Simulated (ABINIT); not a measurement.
# PbS (Pm-3m) in ABINIT: reference runs

How does PbS come out in PBE? The cell is run as given.

Everything below comes from runs of ABINIT 10.8.3 (patched build). Logs are shortened: lines on timing, memory, paths and dates and some standing lists are left out, and cuts for length are marked. The log counts tension as positive stress, the text compression.

### 1 The crystal as given

It takes space group Pm-3m (No. 221, cubic). The conventional cell has a = 3.654 Å, b = 3.654 Å, c = 3.654 Å, α = 90.00°, β = 90.00°, γ = 90.00°. Pb (site symmetry m-3m) has 8 S at 3.16 Å as nearest neighbours. Around S (site symmetry m-3m) lie 8 Pb at 3.16 Å.

Measurements of this composition are mostly on another form, of space group No. 225.

### 2 Single point, PBE

File run.abi:

```
# Pseudopotentials
pp_dirpath "./"
pseudos "Pb.GGA_PBE-JTH.xml, S.GGA_PBE-JTH.xml"

# Structure
structure "poscar:POSCAR"
natom 2

# Plane-wave basis
ecut 22.0
pawecutdg 44.0
pawxcdev 0

# k points
kptopt 1
ngkpt 7 7 7
nshiftk 1
shiftk 0.0 0.0 0.0

# Exchange and correlation
ixc 11

# Bands and occupations
nband 14
occopt 3
tsmear 0.00183747

# SCF cycle
nstep 100
tolvrs 1.0e-9

# Output
iomode 3
prtwf 0
prteig 0
prtebands 0
enunit 1
prtden 1
prtvha 1
prtvclmb 1
prtpot 1
```

File POSCAR:

```
PbS
1.0
    3.6536590000      0.0000000000      0.0000000000
    0.0000000000      3.6536590000      0.0000000000
    0.0000000000      0.0000000000      3.6536590000
Pb S
1 1
Direct
    0.0000000000      0.0000000000      0.0000000000  Pb
    0.5000000000      0.5000000000      0.5000000000  S
```

Potentials or basis: JTH PAW PBE v2.0.

On the command line:

```sh
$ abinit run.abi > log 2>&1
```

run.abo:

```text
.Version 10.8.3 of ABINIT
 Symmetries : space group Pm -3 m (#221); Bravais cP (primitive cubic)
================================================================================
 Values of the parameters that define the memory need of the present run
     intxc =       0    ionmov =       0      iscf =      17    lmnmax =      18
     lnmax =       6     mgfft =      30  mpssoang =       3    mqgrid =    3001
     natom =       2  nloc_mem =       2    nspden =       1   nspinor =       1
    nsppol =       1      nsym =      48    n1xccc =       1    ntypat =       2
    occopt =       3   xclevel =       2
       mpw =        1643          nfft =       27000          nkpt =          20
 PAW method is used; the additional fine FFT grid is defined by:
   mgfftf=        45    nfftf =     91125
================================================================================
================================================================================

--------------------------------------------------------------------------------
------------- Echo of variables that govern the present computation ------------
--------------------------------------------------------------------------------
 -outvars: echo values of preprocessed input variables --------
            acell      1.0000000000E+00  1.0000000000E+00  1.0000000000E+00 Bohr
              amu      2.07200000E+02  3.20660000E+01
             ecut      2.20000000E+01 Hartree
           enunit           1
              ixc          11
         kptrlatt        7    0    0      0    7    0      0    0    7
          kptrlen      4.83309041E+01
            natom           2
            nband          14
            ngfft          30      30      30
          ngfftdg          45      45      45
             nkpt          20
            nstep         100
             nsym          48
           ntypat           2
           occopt           3
        pawecutdg      4.40000000E+01 Hartree
         pawxcdev           0
        prtebands           0
           prteig           0
           prtpot           1
         prtvclmb           1
           prtvha           1
            prtwf           0
            rprim      6.9044148675E+00  0.0000000000E+00  0.0000000000E+00
                       0.0000000000E+00  6.9044148675E+00  0.0000000000E+00
                       0.0000000000E+00  0.0000000000E+00  6.9044148675E+00
          spgroup         221
           tolvrs      1.00000000E-09
           tsmear      1.83747000E-03 Hartree
            typat      1  2
           useylm           1
           xangst      0.0000000000E+00  0.0000000000E+00  0.0000000000E+00
                       1.8268295000E+00  1.8268295000E+00  1.8268295000E+00
            xcart      0.0000000000E+00  0.0000000000E+00  0.0000000000E+00
                       3.4522074337E+00  3.4522074337E+00  3.4522074337E+00
             xred      0.0000000000E+00  0.0000000000E+00  0.0000000000E+00
                       5.0000000000E-01  5.0000000000E-01  5.0000000000E-01
            znucl       82.00000   16.00000

================================================================================

 chkinp: Checking input parameters for consistency.

================================================================================
== DATASET  1 ==================================================================

--- !DatasetInfo
iteration_state: {dtset: 1, }
dimensions: {natom: 2, nkpt: 20, mband: 14, nsppol: 1, nspinor: 1, nspden: 1, mpw: 1643, }
cutoff_energies: {ecut:  22.0, pawecutdg:  44.0, }
electrons: {nelect:   2.00000000E+01, charge:   0.00000000E+00, occopt:   3.00000000E+00, tsmear:   1.83747000E-03, }
meta: {optdriver: 0, ionmov: 0, optcell: 0, iscf: 17, paral_kgb: 0, }
...

 Exchange-correlation functional for the present dataset will be:
  GGA: Perdew-Burke-Ernzerhof functional - ixc=11
  J.P.Perdew, K.Burke, M.Ernzerhof, PRL 77, 3865 (1996)

 Real(R)+Recip(G) space primitive vectors, cartesian coordinates (Bohr,Bohr^-1):
 R(1)=  6.9044149  0.0000000  0.0000000  G(1)=  0.1448349  0.0000000  0.0000000
 R(2)=  0.0000000  6.9044149  0.0000000  G(2)=  0.0000000  0.1448349  0.0000000
 R(3)=  0.0000000  0.0000000  6.9044149  G(3)=  0.0000000  0.0000000  0.1448349
 Unit cell volume ucvol=  3.2913998E+02 bohr^3
 Angles (23,13,12)=  9.00000000E+01  9.00000000E+01  9.00000000E+01 degrees

 Coarse grid specifications (used for wave-functions):

 getcut: wavevector=  0.0000  0.0000  0.0000  ngfft=  30  30  30
         ecut(hartree)=     22.000   => boxcut(ratio)=   2.05787

 Fine grid specifications (used for densities):

 getcut: wavevector=  0.0000  0.0000  0.0000  ngfft=  45  45  45
         ecut(hartree)=     44.000   => boxcut(ratio)=   2.13420

--- Pseudopotential description ------------------------------------------------
- pspini: atom type   1  psp file is ./Pb.GGA_PBE-JTH.xml
 Pseudopotential format is: paw10
 basis_size (lnmax)=  6 (lmn_size= 18), orbitals=   0   0   1   1   2   2
 Spheres core radius: rc_sph= 2.40264019
 Shapefunction is BESSEL type: shapef(r,l)=aa(1,l)*jl(q(1,l)*r)+aa(2,l)*jl(q(2,l)*r)
 Radius for shape functions =  2.00872932
 Compensation charge density is not taken into account in XC energy/potential

- pspini: atom type   2  psp file is ./S.GGA_PBE-JTH.xml
 Pseudopotential format is: paw10
 basis_size (lnmax)=  4 (lmn_size=  8), orbitals=   0   0   1   1
 Spheres core radius: rc_sph= 1.90380259
 Shapefunction is SIN type: shapef(r)=[sin(pi*r/rshp)/(pi*r/rshp)]**2
 Radius for shape functions =  1.40128485
 Compensation charge density is not taken into account in XC energy/potential

   5.35596158E+02                                ecore*ucvol(ha*bohr**3)
--------------------------------------------------------------------------------

================================================================================

--- !BeginCycle
iteration_state: {dtset: 1, }
solver: {iscf: 17, nstep: 100, nline: 4, wfoptalg: 10, }
tolerances: {tolvrs: 1.00E-09, }
...

     iter   Etot(hartree)      deltaE(h)  residm     nres2
 ETOT  1  -70.156285840813    -7.016E+01 2.932E+00 3.665E+00
 ETOT  2  -71.609159694364    -1.453E+00 2.190E-01 1.123E+01
 ETOT  3  -71.566452495021     4.271E-02 1.059E-01 3.713E+00
 ETOT  4  -71.547926218927     1.853E-02 1.415E-02 1.944E-01
 ETOT  5  -71.549871961906    -1.946E-03 1.813E-02 2.238E-01
 ETOT  6  -71.549093463704     7.785E-04 1.675E-02 1.266E-01
 ETOT  7  -71.548737340944     3.561E-04 6.209E-03 2.089E-03
 ETOT  8  -71.548768517843    -3.118E-05 1.802E-03 1.954E-04
 ETOT  9  -71.548770837376    -2.320E-06 7.586E-04 1.333E-04
 ETOT 10  -71.548770431828     4.055E-07 8.983E-04 3.700E-06
 ETOT 11  -71.548770495118    -6.329E-08 4.676E-04 3.554E-06
 ETOT 12  -71.548770483974     1.114E-08 7.829E-04 7.401E-08
 ETOT 13  -71.548770485717    -1.743E-09 5.163E-04 1.713E-07
 ETOT 14  -71.548770485563     1.542E-10 4.374E-04 8.226E-08
 ETOT 15  -71.548770485382     1.812E-10 5.377E-04 4.899E-09
 ETOT 16  -71.548770485390    -7.901E-12 2.073E-04 3.422E-10

 At SCF step   16       nres2   =  3.42E-10 < tolvrs=  1.00E-09 =>converged.

 Cartesian components of stress tensor (hartree/bohr^3)
  sigma(1 1)= -1.45096230E-06  sigma(3 2)=  0.00000000E+00
  sigma(2 2)= -1.45096230E-06  sigma(3 1)=  0.00000000E+00
  sigma(3 3)= -1.45096230E-06  sigma(2 1)=  0.00000000E+00

--- !ResultsGS
iteration_state: {dtset: 1, }
comment   : Summary of ground state results
lattice_vectors:
- [  6.9044149,   0.0000000,   0.0000000, ]
- [  0.0000000,   6.9044149,   0.0000000, ]
- [  0.0000000,   0.0000000,   6.9044149, ]
lattice_lengths: [   6.90441,    6.90441,    6.90441, ]
lattice_angles: [ 90.000,  90.000,  90.000, ] # degrees, (23, 13, 12)
lattice_volume:   3.2913998E+02
convergence: {deltae: -7.901E-12, res2:  3.422E-10, residm:  2.073E-04, diffor: null, }
etotal    :  -7.15487705E+01
entropy   :   0.00000000E+00
fermie    :   2.34380946E-01
cartesian_stress_tensor: # hartree/bohr^3
- [ -1.45096230E-06,   0.00000000E+00,   0.00000000E+00, ]
- [  0.00000000E+00,  -1.45096230E-06,   0.00000000E+00, ]
- [  0.00000000E+00,   0.00000000E+00,  -1.45096230E-06, ]
pressure_GPa:   4.2689E-02
xred      :
- [  0.0000E+00,   0.0000E+00,   0.0000E+00, Pb]
- [  5.0000E-01,   5.0000E-01,   5.0000E-01,  S]
cartesian_forces: # hartree/bohr
- [ -0.00000000E+00,  -0.00000000E+00,  -0.00000000E+00, ]
- [ -0.00000000E+00,  -0.00000000E+00,  -0.00000000E+00, ]
force_length_stats: {min:   0.00000000E+00, max:   0.00000000E+00, mean:   0.00000000E+00, }
...

 Integrated electronic density in atomic spheres:
 ------------------------------------------------
 Atom  Sphere_radius  Integrated_density
    1        2.40264         11.29018732
    2        1.90380          3.51565018

================================================================================

 ----iterations are completed or convergence reached----

 Mean square residual over all n,k,spin=   12.193E-07; max=  20.726E-05
 reduced coordinates (array xred) for    2 atoms
       0.000000000000      0.000000000000      0.000000000000
       0.500000000000      0.500000000000      0.500000000000
 rms dE/dt=  0.0000E+00; max dE/dt=  0.0000E+00; dE/dt below (all hartree)
    1       0.000000000000      0.000000000000      0.000000000000
    2       0.000000000000      0.000000000000      0.000000000000

 cartesian coordinates (angstrom) at end:
    1      0.00000000000000     0.00000000000000     0.00000000000000
    2      1.82682950000000     1.82682950000000     1.82682950000000

 cartesian forces (hartree/bohr) at end:
    1     -0.00000000000000    -0.00000000000000    -0.00000000000000
    2     -0.00000000000000    -0.00000000000000    -0.00000000000000
 frms,max,avg= 0.0000000E+00 0.0000000E+00   0.000E+00  0.000E+00  0.000E+00 h/b

 cartesian forces (eV/Angstrom) at end:
    1     -0.00000000000000    -0.00000000000000    -0.00000000000000
    2     -0.00000000000000    -0.00000000000000    -0.00000000000000
 frms,max,avg= 0.0000000E+00 0.0000000E+00   0.000E+00  0.000E+00  0.000E+00 e/A
 length scales=  1.000000000000  1.000000000000  1.000000000000 bohr
              =  0.529177210544  0.529177210544  0.529177210544 angstroms
 Fermi (or HOMO) energy (eV) =   6.37783   Average Vxc (eV)=  -9.79553
 Eigenvalues (   eV  ) for nkpt=  20  k points:
 kpt#   1, nband= 14, wtk=  0.00292, kpt=  0.0000  0.0000  0.0000 (reduced coord)
 -10.47465  -10.47465  -10.26248  -10.26248  -10.26248   -6.69614   -0.30425    4.84665
   4.84665    4.84665   11.93496   11.93496   12.94589   12.94589
 prteigrs : prtvol=0 or 1, do not print more k-points.

--- !EnergyTerms
iteration_state     : {dtset: 1, }
comment             : Components of total free energy in Hartree
kinetic             :  9.40823450447967E+00
hartree             :  1.89595711009274E+01
xc                  : -6.16887138006776E+00
Ewald energy        : -5.74254497612601E+01
psp_core            :  1.62725950119635E+00
local_psp           : -6.24056810152955E+01
PAW spherical_terms :  2.44564422880959E+01
internal            : -7.15484947619241E+01
'-kT*entropy'       : -2.75245766193192E-04
total_energy        : -7.15487700076903E+01
total_energy_eV     : -1.94694121610412E+03
...

--- !EnergyTermsDC
iteration_state     : {dtset: 1, }
comment             : '"Double-counting" decomposition of free energy'
band_energy         : -3.29506025134639E+00
Ewald energy        : -5.74254497612601E+01
psp_core            :  1.62725950119635E+00
xc_dc               : -1.86913215823328E+01
PAW spherical_terms :  6.23607685411956E+00
internal            : -7.15484952396234E+01
'-kT*entropy'       : -2.75245766193192E-04
total_energy_dc     : -7.15487704853896E+01
total_energy_dc_eV  : -1.94694122910298E+03
...

--- !EnergyTermsWithPAWCore
iteration_state     : {dtset: 1, }
comment             : 'Components of total free energy, including PAW core contributions'
Total energy        : -2.12812550168899E+04
Total energy DC     : -2.12812550173676E+04
Total energy (eV)   : -5.79092450063812E+05
Total energy DC (eV): -5.79092450076810E+05
...

 Cartesian components of stress tensor (hartree/bohr^3)
  sigma(1 1)= -1.45096230E-06  sigma(3 2)=  0.00000000E+00
  sigma(2 2)= -1.45096230E-06  sigma(3 1)=  0.00000000E+00
  sigma(3 3)= -1.45096230E-06  sigma(2 1)=  0.00000000E+00

-Cartesian components of stress tensor (GPa)         [Pressure=  4.2689E-02 GPa]
- sigma(1 1)= -4.26887847E-02  sigma(3 2)=  0.00000000E+00
- sigma(2 2)= -4.26887847E-02  sigma(3 1)=  0.00000000E+00
- sigma(3 3)= -4.26887847E-02  sigma(2 1)=  0.00000000E+00

== END DATASET(S) ==============================================================
================================================================================

 -outvars: echo values of variables after computation  --------
            acell      1.0000000000E+00  1.0000000000E+00  1.0000000000E+00 Bohr
           etotal     -7.1548770485E+01
            fcart     -0.0000000000E+00 -0.0000000000E+00 -0.0000000000E+00
                      -0.0000000000E+00 -0.0000000000E+00 -0.0000000000E+00
            rprim      6.9044148675E+00  0.0000000000E+00  0.0000000000E+00
                       0.0000000000E+00  6.9044148675E+00  0.0000000000E+00
                       0.0000000000E+00  0.0000000000E+00  6.9044148675E+00
           strten     -1.4509623006E-06 -1.4509623006E-06 -1.4509623006E-06
                       0.0000000000E+00  0.0000000000E+00  0.0000000000E+00
           xangst      0.0000000000E+00  0.0000000000E+00  0.0000000000E+00
                       1.8268295000E+00  1.8268295000E+00  1.8268295000E+00
             xred      0.0000000000E+00  0.0000000000E+00  0.0000000000E+00
                       5.0000000000E-01  5.0000000000E-01  5.0000000000E-01
 Calculation completed.
```

It took 17 s on 1 thread of Arm Neoverse V2, shared host; peak memory 0.12 GiB.

What came out:

```
Free energy                                           : -1946.9412 eV
Pressure                                              : 0.0 GPa
Valence electrons inside the program's atomic spheres : Pb 11.29; S 3.52
```

Levels at points of the mesh, in eV from the Fermi level:
```
           k point  band 7  band 8  band 9  band 10  band 11  band 12  band 13  band 14
(0.00, 0.00, 0.00)   -6.68   -1.53   -1.53    -1.53     5.56     5.56     6.57     6.57
```

The run has no spin-orbit coupling, so splittings on Pb are missing.
